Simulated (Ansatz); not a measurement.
The system is Hf.

```
CELL_PARAMETERS angstrom
0.00000 2.22000 2.22000
2.22000 0.00000 2.22000
2.22000 2.22000 0.00000
ATOMIC_POSITIONS crystal
Hf 0.00000 0.00000 0.00000
```

This isn't the form of Hf at room conditions, which is hcp.

Base run:

```yaml
Program: Ansatz 0.2.0
Functional: LDA
Potentials_or_basis: Ansatz PAW
Cutoff: 420 eV
Density_cutoff: 1680 eV
k_mesh: 10 × 10 × 10
Occupations: fermi-dirac, width 0.05 eV
Spin: no spin polarisation
```

Its results: band gap on the k mesh none (metal or under the smearing width); pressure -5.7 GPa.

Q: The run is repeated on the same cell with these changes: functional from LDA to r2SCAN; cutoff from 420 eV to 500 eV; density cutoff from 1680 eV to 2000 eV. What comes out?

A: Band gap on the k mesh none (metal or under the smearing width); pressure 2.5 GPa.

Caveats: the PAW data sets come from PBE, with cores solved anew for the run's functional, which leaves a small shift of forces and pressure.

Not every run made on this cell is shown here.
